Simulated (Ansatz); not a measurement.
Input and output for GaN (rocksalt type): DFT, PBE, PAW with Ansatz's default frozen-core files, scalar-relativistic (Ansatz 0.2.0). This run: cell relaxed at zero pressure.

The start is a guessed cell of a prototype that needn't be stable.

Command: `ansatz run input.yaml --threads 1 --pin off --max-ram 3584MiB --backend cpu --events-out ev --progress --plain --runs-dir out` It took 13 s on 1 thread of Arm Neoverse V2, with other jobs on the host, peak memory 0.33 GiB.

```yaml
crystal:
  lattice:
    - [0.0, 2.15443469, 2.15443469]
    - [2.15443469, 0.0, 2.15443469]
    - [2.15443469, 2.15443469, 0.0]
  atoms:
    - { symbol: Ga, position: [0.0, 0.0, 0.0] }
    - { symbol: "N", position: [0.5, 0.5, 0.5] }
kpoints:
  mp_grid: { grid: [16, 16, 16] }
scf:
  occupations: { method: fermi_dirac, width: 0.05 }
hamiltonian:
  xc: pbe
  pseudopotentials: { kind: paw }
output:
  forces: true
  stress: true
relax:
  f_tol: 0.005
  max_steps: 40
  cell: {}
```

Output:

```
Engine: ansatz 0.2.0
Pseudopotentials: kind: paw
Pseudopotential: Ga, paw, valence charge 13, recommended cutoff 420 eV (normal), Ga.paw.azcp
Pseudopotential: N, paw, valence charge 5, recommended cutoff 420 eV (normal), N.paw.azcp
Functional definition: PBE
  parameter kappa = 0.804
  parameter beta = 0.06672455060314922
  exchange = pbe_x(kappa = kappa, mu = beta*pi^2/3)
  correlation = pbe_c(beta = beta)
Crystal: 2 atoms, lattice volume = 20.000 Å³
Basis set: ecut = 420 eV, 387 PW (Γ), exchange–correlation on 48×48×48 points (8 copies of the dense FFT grid, shifted against one another)
Bands: 13, of which v1, the nominal top of the filled ones, is band 9 counted from 1 (8 counted from 0)
Symmetry: 48 space group operations
Space group: Fm-3m (ITA 225), of the structure as read, at distance tolerance 2.7e-5 Å
k-points: 145 of 4096
Non-local potential: Ga, projectors of the file, l = 0: 2, l = 1: 2, l = 2: 3, l = 3: 1
Non-local potential: N, projectors of the file, l = 0: 2, l = 1: 2, l = 2: 1
PAW form: soft (Blöchl's): semilocal exchange-correlation on the pseudo side does not see the compensation charge
PAW one-centre angular grid: Ga, 590 points (default); XC on 64 Gauss nodes
PAW one-centre angular grid: N, 110 points (default); XC on 64 Gauss nodes
Initial density: superposition of atomic densities (neutral atoms: chi_scale 0, normalization atom), corrected by the library's trained network
Initial wavefunctions: pseudopotential atomic-orbital guess
Functional: x = pbe(κ = 0.804, μ = 0.2195149727645171), c = pbe(β = 0.06672455060314922)
SCF iter   1: F=—  HF=-4166.953089 eV  |F-HF|=—  |Δ(HF+E_count)|=         —  Δρ=2.52e-3  dr2=5.07e-4  ethr=1.77e-3  ⟨swp⟩=4.3  Hψ=9445  notcnv=0
preconditioner: auto → none  [insulator: Δε(μ)=0.257 eV  Ē_g=18.860 eV  σ=0.050 eV  W_gap=0.69  n_scr=8 (ndim 8)  ℏωp=35.2 eV  f_vac=0.000  D(μ)=0.01/eV (n_scr^D=0)  ε∞_Penn≈4.5]
SCF iter   2: F=—  HF=-4166.953088 eV  |F-HF|=—  |Δ(HF+E_count)|=   1.16e-6  Δρ=1.20e-3  dr2=9.40e-5  ethr=2.81e-6  ⟨swp⟩=2.2  Hψ=3817  notcnv=0
SCF iter   3: F=—  HF=-4166.953131 eV  |F-HF|=—  |Δ(HF+E_count)|=   4.32e-5  Δρ=1.41e-4  dr2=1.34e-6  ethr=5.22e-7  ⟨swp⟩=2.0  Hψ=3055  notcnv=0
SCF iter   4: F=—  HF=-4166.953131 eV  |F-HF|=—  |Δ(HF+E_count)|=   6.43e-8  Δρ=4.62e-5  dr2=2.32e-7  ethr=7.42e-9  ⟨swp⟩=2.0  Hψ=3086  notcnv=0
iter 5 did not close the SCF: its close was put off for the readings that it lacked (scf_convergence_deferred on its scf_iter line)
SCF iter   5: F=-4166.953131 eV  HF=-4166.953131 eV  |F-HF|=2.48e-9  |Δ(HF+E_count)|=   3.27e-7  Δρ=7.83e-6  dr2=4.76e-9  ethr=1.29e-9  ⟨swp⟩=2.0  Hψ=3127  notcnv=0
SCF iter   6: F=-4166.953131 eV  HF=-4166.953131 eV  |F-HF|=2.64e-11  |Δ(HF+E_count)|=   3.01e-9  Δρ=5.86e-7  dr2=3.68e-11  ethr=2.64e-11  ⟨swp⟩=1.6  Hψ=5795  notcnv=0
SCF 1 converged in 6 iterations: F = -4166.953131 eV  dr2 = 3.68e-11
  greatest PAW one-centre occupation: 0.997 electrons in one spin orbital (limit 2), on the Ga atom at site 0 (counted from 0), in its partial waves of l = 2
relax step   1: F+E_penalty+E_count = -4166.95313061 eV  Δ(F+E_penalty+E_count) = +0.000e0 eV  max|allowed force component| = 3.961e-30 eV/Å  Δτ_max = 0.0000 Å  P = -5.554 GPa  Ω = 20.000 Å³  (6 SCF iters, dr2 threshold 1.00e-7 eV, accepted)
Crystal: 2 atoms, lattice volume = 19.634 Å³
Initial density: handed on by an earlier stage of this run
Initial wavefunctions: those handed on with the density
iter 1 solved again at ethr=1.48e-5 eV; its pass at ethr=3.10e-3 eV (dr2=2.67e-3 eV) is discarded
SCF iter   1: F=—  HF=-4166.963876 eV  |F-HF|=—  |Δ(HF+E_count)|=         —  Δρ=3.72e-3  dr2=2.67e-3  ethr=1.48e-5  ⟨swp⟩=1.3  Hψ=11224  notcnv=0
preconditioner: auto → none  [insulator: Δε(μ)=0.403 eV  Ē_g=19.031 eV  σ=0.050 eV  W_gap=0.92  n_scr=8 (ndim 8)  ℏωp=35.6 eV  f_vac=0.000  D(μ)=0.00/eV (n_scr^D=0)  ε∞_Penn≈4.5]
SCF iter   2: F=—  HF=-4166.963254 eV  |F-HF|=—  |Δ(HF+E_count)|=   6.22e-4  Δρ=1.40e-3  dr2=4.35e-4  ethr=1.48e-5  ⟨swp⟩=1.7  Hψ=2251  notcnv=0
SCF iter   3: F=—  HF=-4166.963155 eV  |F-HF|=—  |Δ(HF+E_count)|=   9.87e-5  Δρ=3.63e-4  dr2=1.05e-5  ethr=2.41e-6  ⟨swp⟩=2.4  Hψ=2706  notcnv=0
SCF iter   4: F=—  HF=-4166.963146 eV  |F-HF|=—  |Δ(HF+E_count)|=   9.29e-6  Δρ=1.05e-4  dr2=9.51e-7  ethr=5.81e-8  ⟨swp⟩=2.1  Hψ=2901  notcnv=0
iter 5 did not close the SCF: its close was put off for the readings that it lacked (scf_convergence_deferred on its scf_iter line)
SCF iter   5: F=-4166.963146 eV  HF=-4166.963146 eV  |F-HF|=2.54e-9  |Δ(HF+E_count)|=   1.53e-7  Δρ=7.71e-6  dr2=3.96e-9  ethr=5.28e-9  ⟨swp⟩=2.2  Hψ=2989  notcnv=0
SCF iter   6: F=-4166.963146 eV  HF=-4166.963146 eV  |F-HF|=9.09e-13  |Δ(HF+E_count)|=   2.39e-9  Δρ=4.96e-7  dr2=8.42e-12  ethr=2.20e-11  ⟨swp⟩=1.6  Hψ=5839  notcnv=0
SCF 2 converged in 6 iterations: F = -4166.963146 eV  dr2 = 8.42e-12
relax step   2: F+E_penalty+E_count = -4166.96314609 eV  Δ(F+E_penalty+E_count) = -1.002e-2 eV  max|allowed force component| = 1.874e-30 eV/Å  Δτ_max = 0.0000 Å  P = -1.948 GPa  Ω = 19.634 Å³  energy of the carried Pulay correction = +1.362e-3 eV  (6 SCF iters, dr2 threshold 2.00e-7 eV, accepted)
Crystal: 2 atoms, lattice volume = 19.441 Å³
Basis set: ecut = 420 eV, 339 PW (Γ), exchange–correlation on 48×48×48 points (8 copies of the dense FFT grid, shifted against one another)
iter 1 solved again at ethr=4.29e-6 eV; its pass at ethr=3.10e-3 eV (dr2=7.73e-4 eV) is discarded
SCF iter   1: F=—  HF=-4166.965202 eV  |F-HF|=—  |Δ(HF+E_count)|=         —  Δρ=2.01e-3  dr2=7.67e-4  ethr=4.29e-6  ⟨swp⟩=1.8  Hψ=10908  notcnv=0
preconditioner: auto → none  [insulator: Δε(μ)=0.441 eV  Ē_g=19.114 eV  σ=0.050 eV  W_gap=0.94  n_scr=8 (ndim 8)  ℏωp=35.7 eV  f_vac=0.000  D(μ)=0.00/eV (n_scr^D=0)  ε∞_Penn≈4.5]
SCF iter   2: F=—  HF=-4166.965022 eV  |F-HF|=—  |Δ(HF+E_count)|=   1.79e-4  Δρ=7.51e-4  dr2=1.24e-4  ethr=4.26e-6  ⟨swp⟩=1.7  Hψ=2348  notcnv=0
SCF iter   3: F=—  HF=-4166.964992 eV  |F-HF|=—  |Δ(HF+E_count)|=   2.98e-5  Δρ=1.96e-4  dr2=3.01e-6  ethr=6.90e-7  ⟨swp⟩=2.5  Hψ=2751  notcnv=0
SCF iter   4: F=—  HF=-4166.964990 eV  |F-HF|=—  |Δ(HF+E_count)|=   2.58e-6  Δρ=5.72e-5  dr2=2.75e-7  ethr=1.67e-8  ⟨swp⟩=2.1  Hψ=2911  notcnv=0
[... lines left out ...]
iter 1 solved again at ethr=7.47e-9 eV; its pass at ethr=3.10e-3 eV (dr2=1.34e-6 eV) is discarded
SCF iter   1: F=—  HF=-4166.963133 eV  |F-HF|=—  |Δ(HF+E_count)|=         —  Δρ=1.86e-6  dr2=1.30e-10  ethr=7.47e-9  ⟨swp⟩=3.0  Hψ=15332  notcnv=0
preconditioner: auto → none  [insulator: Δε(μ)=0.415 eV  Ē_g=19.112 eV  σ=0.050 eV  W_gap=0.93  n_scr=8 (ndim 8)  ℏωp=35.7 eV  f_vac=0.000  D(μ)=0.00/eV (n_scr^D=0)  ε∞_Penn≈4.5]
SCF iter   2: F=—  HF=-4166.963133 eV  |F-HF|=—  |Δ(HF+E_count)|=   4.15e-7  Δρ=9.70e-7  dr2=3.36e-11  ethr=1.00e-12  ⟨swp⟩=2.2  Hψ=3234  notcnv=0
iter 3 did not close the SCF: its close was put off for the readings that it lacked (scf_convergence_deferred on its scf_iter line)
SCF iter   3: F=-4166.963133 eV  HF=-4166.963133 eV  |F-HF|=3.64e-12  |Δ(HF+E_count)|=  7.64e-11  Δρ=1.50e-7  dr2=8.85e-13  ethr=1.00e-12  ⟨swp⟩=1.0  Hψ=1885  notcnv=0
iter 4 did not close the SCF: its close was put off for the readings that it lacked (scf_convergence_deferred on its scf_iter line)
SCF iter   4: F=-4166.963133 eV  HF=-4166.963133 eV  |F-HF|=0.00e0  |Δ(HF+E_count)|=    0.00e0  Δρ=4.56e-8  dr2=1.47e-13  ethr=1.00e-12  ⟨swp⟩=1.0  Hψ=1885  notcnv=0
iter 5 did not close the SCF: its close was put off for the readings that it lacked (scf_convergence_deferred on its scf_iter line)
SCF iter   5: F=-4166.963133 eV  HF=-4166.963133 eV  |F-HF|=0.00e0  |Δ(HF+E_count)|=    0.00e0  Δρ=7.59e-9  dr2=4.12e-15  ethr=1.00e-12  ⟨swp⟩=1.0  Hψ=1885  notcnv=0
iter 6 did not close the SCF: its close was put off for the readings that it lacked (scf_convergence_deferred on its scf_iter line)
SCF iter   6: F=-4166.963133 eV  HF=-4166.963133 eV  |F-HF|=9.09e-13  |Δ(HF+E_count)|=  9.09e-13  Δρ=2.10e-9  dr2=4.27e-16  ethr=1.00e-12  ⟨swp⟩=1.0  Hψ=1885  notcnv=0
SCF iter   7: F=-4166.963133 eV  HF=-4166.963133 eV  |F-HF|=1.82e-12  |Δ(HF+E_count)|=  9.09e-13  Δρ=2.32e-10  dr2=7.35e-18  ethr=1.00e-12  ⟨swp⟩=2.1  Hψ=5564  notcnv=0
SCF 7 converged in 7 iterations: F = -4166.963133 eV  dr2 = 7.35e-18
relax step   7: F+E_penalty+E_count = -4166.96313262 eV  Δ(F+E_penalty+E_count) = +2.285e-5 eV  max|allowed force component| = 2.153e-30 eV/Å  Δτ_max = 0.0000 Å  P = -0.002 GPa  Ω = 19.440 Å³  stress off target by 2.38e-3 GPa  SCF on the basis re-selected at this cell (its energy is not comparable with the rows above)  (7 SCF iters)
basis re-selected at this cell: Δ(F+E_penalty+E_count) = +2.285e-5 eV, ΔP = -0.002 GPa vs the last step (what re-selecting the basis moved, of the pressure what is left beyond the Pulay correction that the steps carried, after the strain that the cell walked since its last selection, with what the two solves' SCF thresholds leave and, on support functions, any second-order correction that the steps lacked; it is no measure of the basis error at this ecutwfc). This SCF's stress stands 2.38e-3 GPa from its target on what of the cell is left free (relax.cell.stress_tol is 5.00e-2 GPa) and its largest allowed force component is 2.15e-30 eV/Å (relax.f_tol is 5.00e-3 eV/Å): within both
SCF converged after 7 iterations
Free energy (F): -4166.963133 eV
Harris-Foulkes:  -4166.963133 eV  (|F-HF|=1.82e-12)
Internal energy: -4166.963075 eV  (E = F + TS)
E sigma→0 (E₀):  -4166.963104 eV
Entropy (-TS):   -0.000058 eV (-0.029 meV/atom)
Fermi energy:    12.951020 eV
--- Per-component energies (eV) ---
  E_band       = 38.987653
  E_kinetic    = 246.943929
  E_local      = -1691.373420  (includes V_loc(G=0)·N_el)
  E_nonlocal   = 477.011045
  E_hartree    = 791.828483
  E_xc         = -128.145633
  E_vxc        = -133.513061  (∫ρ·V_xc dr)
  E_paw        = -2123.893152  (= ΣΔE_a)
  E_vpaw       = -443.737638  (= ΣTr[D̂ρ^β])
  E_aug_tail   = -0.000169  (compensation charges beyond the density's cutoff)
  E_ewald      = -1739.334158
  E_smearing   = -0.000058  (= −TS)
  E_closure    = 0.000000  (closes the sum)
  Σ components = -4166.963133   (vs F -4166.963133, Δ=0.00e0)
--- Forces (eV/Å), atoms counted from 1 ---
  atom   1  Ga    -0.00000000     0.00000000     0.00000000
  atom   2  N      0.00000000    -0.00000000     0.00000000
  max |Σ_I F_I| component: 4.11e-30 eV/Å
--- Stress (GPa, compression-positive) ---
       -0.002380      -0.000000       0.000000
       -0.000000      -0.002380      -0.000000
       -0.000000      -0.000000      -0.002380
  P = ⅓ Tr σ = -0.0024 GPa (-0.024 kbar)
--- Relaxed structure (5 steps of the walk, 5 accepted, 2 SCFs on fresh bases) ---
  F+E_penalty+E_count = -4166.96313262 eV   max|allowed force component| = 2.153e-30 eV/Å   (the final SCF, on the basis selected at the relaxed cell)
  cell:  # Å, volume = 19.4399 Å³
    - [-1.9107645123358472e-35, 2.1341334882311647, 2.1341334882311647]
    - [2.1341334882311647, -1.592303760279874e-35, 2.1341334882311647]
    - [2.1341334882311647, 2.1341334882311647, 3.1846075205597454e-36]
  atoms:
    - { symbol: Ga, position: [3.375545218818727e-36, -1.9787678868975024e-36, -6.401896104653242e-36] }
    - { symbol: N, position: [0.5, 0.5, 0.5] }
```

Next run (rocksalt relaxed under pressure), as changes to the input before:

```diff
   lattice:
-    - [0.0, 2.15443469, 2.15443469]
-    - [2.15443469, 0.0, 2.15443469]
-    - [2.15443469, 2.15443469, 0.0]
+    - [0.0, 1.8197796767, 1.8197796767]
+    - [1.8197796767, 0.0, 1.8197796767]
+    - [1.8197796767, 1.8197796767, 0.0]
   atoms:
 kpoints:
-  mp_grid: { grid: [16, 16, 16] }
+  mp_grid: { grid: [18, 18, 18] }
 scf:
   stress: true
+  eigenvalues: true
 relax:
   max_steps: 40
-  cell: {}
+  cell: { p_target: 290.0, stress_tol: 0.145 }
```

Command: `ansatz run input.yaml --threads 1 --pin off --max-ram 3584MiB --backend cpu --events-out ev --progress --plain --runs-dir out` It took 8.4 s on 1 thread of Arm Neoverse V2, with other jobs on the host, peak memory 0.31 GiB.

Results part of the output:

```
basis re-selected at this cell: Δ(F+E_penalty+E_count) = -7.096e-5 eV, ΔP = +0.007 GPa vs the last step (what re-selecting the basis moved, of the pressure what is left beyond the Pulay correction that the steps carried, after the strain that the cell walked since its last selection, with what the two solves' SCF thresholds leave and, on support functions, any second-order correction that the steps lacked; it is no measure of the basis error at this ecutwfc). This SCF's stress stands 1.38e-2 GPa from its target on what of the cell is left free (relax.cell.stress_tol is 1.45e-1 GPa) and its largest allowed force component is 2.46e-30 eV/Å (relax.f_tol is 5.00e-3 eV/Å): within both
SCF converged after 4 iterations
Free energy (F): -4162.611537 eV
Harris-Foulkes:  -4162.611537 eV  (|F-HF|=1.82e-12)
Internal energy: -4162.611537 eV  (E = F + TS)
E sigma→0 (E₀):  -4162.611537 eV
Fermi energy:    25.286421 eV
--- Per-component energies (eV) ---
  E_band       = 204.575081
  E_kinetic    = 275.660309
  E_local      = -1274.152581  (includes V_loc(G=0)·N_el)
  E_nonlocal   = 483.235404
  E_hartree    = 654.057551
  E_xc         = -137.546403
  E_vxc        = -145.919264  (∫ρ·V_xc dr)
  E_paw        = -2124.627875  (= ΣΔE_a)
  E_vpaw       = -442.363941  (= ΣTr[D̂ρ^β])
  E_aug_tail   = -0.000108  (compensation charges beyond the density's cutoff)
  E_ewald      = -2039.237833
  E_smearing   = -0.000000  (= −TS)
  E_closure    = -0.000000  (closes the sum)
  Σ components = -4162.611537   (vs F -4162.611537, Δ=0.00e0)
--- Forces (eV/Å), atoms counted from 1 ---
  atom   1  Ga    -0.00000000    -0.00000000    -0.00000000
  atom   2  N      0.00000000    -0.00000000     0.00000000
  max |Σ_I F_I| component: 5.60e-30 eV/Å
--- Stress (GPa, compression-positive) ---
      290.013750       0.000000       0.000000
        0.000000     290.013750       0.000000
        0.000000       0.000000     290.013750
  P = ⅓ Tr σ = 290.0138 GPa (2900.138 kbar)
--- Band table (eV; the first three rows and the last of 195) ---
  k-point 0: bands = ["0.1854", "8.4435", "8.4435", "8.4435", "8.7409", "8.7409", "21.7829", "21.7829", "21.7829", "31.6945", "40.3525", "40.5210", "40.5210"]
  k-point 1: bands = ["0.2762", "8.4277", "8.4538", "8.4538", "8.7193", "8.7193", "21.4617", "21.8200", "21.8200", "31.9047", "38.6215", "40.5276", "40.5276"]
  k-point 2: bands = ["0.5467", "8.3803", "8.4637", "8.4637", "8.6778", "8.6778", "20.5906", "21.9276", "21.9276", "32.3873", "37.0905", "40.3985", "40.3985"]
  k-point 194: bands = ["4.6033", "8.0582", "8.2626", "8.2895", "9.3190", "12.8510", "14.3580", "15.3384", "17.2405", "32.3220", "35.3481", "36.8391", "38.3562"]
--- Relaxed structure (3 steps of the walk, 3 accepted, 1 SCFs on fresh bases) ---
  F+E_penalty+E_count = -4162.61153736 eV   max|allowed force component| = 2.457e-30 eV/Å   (the final SCF, on the basis selected at the relaxed cell)
  cell:  # Å, volume = 12.0626 Å³
    - [4.979930010275298e-34, 1.8202738363363073, 1.8202738363363073]
    - [1.8202738363363073, 1.0628627599868144e-33, 1.8202738363363073]
    - [1.8202738363363073, 1.8202738363363073, 5.561120882777452e-34]
  atoms:
    - { symbol: Ga, position: [5.382951783858011e-38, -2.799134927617946e-38, -3.660407212972813e-38] }
    - { symbol: N, position: [0.5, 0.5, 0.5] }
```

Next run (CsCl relaxed under pressure), as changes to the input before:

```diff
   lattice:
-    - [0.0, 1.8197796767, 1.8197796767]
-    - [1.8197796767, 0.0, 1.8197796767]
-    - [1.8197796767, 1.8197796767, 0.0]
+    - [2.271503135, 0.0, 0.0]
+    - [0.0, 2.271503135, 0.0]
+    - [0.0, 0.0, 2.271503135]
   atoms:
 kpoints:
-  mp_grid: { grid: [18, 18, 18] }
+  mp_grid: { grid: [16, 16, 16] }
 scf:
```

Command: `ansatz run input.yaml --threads 1 --pin off --max-ram 3584MiB --backend cpu --events-out ev --progress --plain --runs-dir out` It took 11 s on 1 thread of Arm Neoverse V2 (shared host), peak memory 0.3 GiB.

Results part of the output:

```
basis re-selected at this cell: Δ(F+E_penalty+E_count) = -1.819e-12 eV, ΔP = +0.001 GPa vs the last step (what re-selecting the basis moved, of the pressure what is left beyond the Pulay correction that the steps carried, after the strain that the cell walked since its last selection, with what the two solves' SCF thresholds leave and, on support functions, any second-order correction that the steps lacked; it is no measure of the basis error at this ecutwfc). This SCF's stress stands 1.95e-3 GPa from its target on what of the cell is left free (relax.cell.stress_tol is 1.45e-1 GPa) and its largest allowed force component is 6.08e-31 eV/Å (relax.f_tol is 5.00e-3 eV/Å): within both
SCF converged after 6 iterations
Free energy (F): -4159.900598 eV
Harris-Foulkes:  -4159.900598 eV  (|F-HF|=1.82e-12)
Internal energy: -4159.893923 eV  (E = F + TS)
E sigma→0 (E₀):  -4159.897260 eV
Entropy (-TS):   -0.006675 eV (-3.338 meV/atom)
Fermi energy:    25.146796 eV
--- Per-component energies (eV) ---
  E_band       = 212.307046
  E_kinetic    = 274.866527
  E_local      = -1219.329417  (includes V_loc(G=0)·N_el)
  E_nonlocal   = 482.088769
  E_hartree    = 630.584938
  E_xc         = -137.623114
  E_vxc        = -146.010923  (∫ρ·V_xc dr)
  E_paw        = -2123.055096  (= ΣΔE_a)
  E_vpaw       = -440.477965  (= ΣTr[D̂ρ^β])
  E_aug_tail   = 0.000180  (compensation charges beyond the density's cutoff)
  E_ewald      = -2067.426710
  E_smearing   = -0.006675  (= −TS)
  E_closure    = 0.000000  (closes the sum)
  Σ components = -4159.900598   (vs F -4159.900598, Δ=0.00e0)
--- Forces (eV/Å), atoms counted from 1 ---
  atom   1  Ga    -0.00000000    -0.00000000     0.00000000
  atom   2  N      0.00000000     0.00000000     0.00000000
  max |Σ_I F_I| component: 1.15e-30 eV/Å
--- Stress (GPa, compression-positive) ---
      290.001953      -0.000000      -0.000000
       -0.000000     290.001953       0.000000
       -0.000000       0.000000     290.001953
  P = ⅓ Tr σ = 290.0020 GPa (2900.020 kbar)
--- Band table (eV; the first three rows and the last of 165) ---
  k-point 0: bands = ["0.7332", "7.2835", "7.2835", "9.0797", "9.0797", "9.0797", "22.2959", "22.2959", "22.2959", "29.2935", "36.2795", "36.2795", "47.4658"]
  k-point 1: bands = ["0.8329", "7.2918", "7.3121", "9.0485", "9.0485", "9.0819", "21.6845", "22.3916", "22.3916", "29.5921", "36.3470", "36.5834", "47.1787"]
  k-point 2: bands = ["1.1300", "7.3159", "7.3912", "8.9612", "8.9612", "9.0881", "20.2170", "22.6698", "22.6698", "30.1940", "36.5512", "37.3180", "46.3405"]
  k-point 164: bands = ["6.9321", "6.9321", "6.9321", "9.5472", "9.5472", "12.7034", "20.3098", "20.3098", "20.3098", "25.6696", "25.6696", "25.6696", "35.0869"]
--- Relaxed structure (4 steps of the walk, 4 accepted, 2 SCFs on fresh bases) ---
  F+E_penalty+E_count = -4159.90059771 eV   max|allowed force component| = 6.081e-31 eV/Å   (the final SCF, on the basis selected at the relaxed cell)
  cell:  # Å, volume = 11.8516 Å³
    - [2.279951745312336, -3.009265538105056e-35, 1.1936753301150055e-34]
    - [-3.009265538105056e-35, 2.279951745312336, 0.0]
    - [-9.027796614315168e-36, 0.0, 2.279951745312336]
  atoms:
    - { symbol: Ga, position: [1.606519795028096e-48, 8.831935974436571e-37, 8.831935974428036e-37] }
    - { symbol: N, position: [0.5, 0.5, 0.5] }
```
